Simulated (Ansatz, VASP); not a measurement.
One calculation of Ti, two programs

```
CELL_PARAMETERS angstrom
-1.62999 1.62999 1.62999
1.62999 -1.62999 1.62999
1.62999 1.62999 -1.62999
ATOMIC_POSITIONS crystal
Ti 0.00000 0.00000 0.00000
```

Change from the starting cell: volume scaled by 0.98.

Alike in both runs: task single point; functional PBEsol; k mesh 17 × 17 × 17; occupations fermi-dirac, width 0.08 eV; no spin polarisation.

|  | VASP | Ansatz |
| --- | --- | --- |
| version | VASP 6.6.1 | Ansatz 0.2.0 |
| potentials or method | VASP PAW PBE potentials, release 64 (Ti_sv), cutoff 520 eV | all-electron LAPW, scalar-relativistic |

Ansatz gave:

* pressure (GPa): -4.6

Q: What did VASP give for the same quantities?

A: Pressure (GPa): -4.8.

Ansatz ran all-electron here, so the differences hold the error of VASP's frozen core and of both bases.

Caveats: the PAW data sets were made with another functional, which shifts forces and pressure a little (VASP).
